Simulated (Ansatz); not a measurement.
## ZnAu: what relativity and spin–orbit coupling change

```
Zn Au
1.0
     3.14700    0.00000    0.00000
     0.00000    3.14700    0.00000
     0.00000    0.00000    3.14700
Zn Au
1 1
Cartesian
  1.5735 1.5735 1.5735
  0.0000 0.0000 0.0000
```

Atom numbers follow the list: Zn1, Au2.

The cell is COD entry 1510322, as deposited and not checked against the literature; nothing was relaxed.

One fixed cell is solved with PBE by PAW with the default files in Ansatz 0.2.0 under different relativistic treatments. Pressure is positive in compression.

Settings: a Γ-centred 12×12×12 k mesh, Fermi–Dirac smearing of 0.05 eV, cutoff 420 eV, no spin polarisation.

```
                 setting  P (GPa)  lowest level at Γ above −25 eV, from the valence-band top or, without a gap, the Fermi level (eV)
     scalar-relativistic        ?                                                                                             -10.69
with spin–orbit coupling        ?                                                                                             -10.68
```

Q: What belongs in the row "scalar-relativistic", column "P (GPa)"?

A: 4.86.

Q: Give the missing entry: row "with spin–orbit coupling", column "P (GPa)".

A: 4.05.
